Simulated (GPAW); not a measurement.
The system is Al.

```xyz
4
Lattice="2.8271 0.0000 0.0000 -1.4135 2.4483 0.0000 0.0000 0.0000 9.1860" Properties=species:S:1:pos:R:3 pbc="T T T"
Al    1.4135    0.8161    6.8895
Al    0.0000    0.0000    4.5930
Al    0.0000    1.6322    2.2965
Al    0.0000    0.0000    0.0000
```

This isn't the form of Al at room conditions, which is fcc.

* Program: GPAW 26.7.0
* Task: relaxation of cell and atoms
* Functional: PBEsol
* Dispersion: D3
* Potentials or basis: PAW data sets generated in the run's folder for this functional
* Cutoff: 600 eV
* Basis: pw
* k mesh: 9 × 9 × 3
* Occupations: fermi-dirac, width 0.05 eV
* Spin: no spin polarisation

At the start: pressure 0.1 GPa; volume 15.90 Å³/atom.

Q: How do energy, volume and symmetry change on relaxing?

A: Over 5 steps the energy falls by 2.9 meV/atom and the volume is 15.92 Å³/atom (+0.2 %); space group P6_3/mmc (No. 194, to 0.05 Å).

Step by step:
```tsv
step	energy change (eV)	largest force (eV/Å)	pressure (GPa)	volume (Å³)
1	0.0000	0.0000	0.08	63.58
2	-0.0013	0.0000	0.08	63.59
3	-0.0099	0.0000	0.12	63.71
4	-0.0116	0.0000	0.08	63.67
5	-0.0117	0.0000	0.08	63.68
```

Final structure:
```
CELL_PARAMETERS angstrom
2.80928 0.00000 0.00000
-1.40464 2.43291 0.00000
0.00000 0.00000 9.31720
ATOMIC_POSITIONS crystal
Al 0.66667 0.33333 0.75000
Al 0.00000 0.00000 0.50000
Al 0.33333 0.66667 0.25000
Al 0.00000 0.00000 0.00000
```

Caveat: later steps reuse the first step's grids; pairwise dispersion overbinds metals, which lowers pressure and volume.
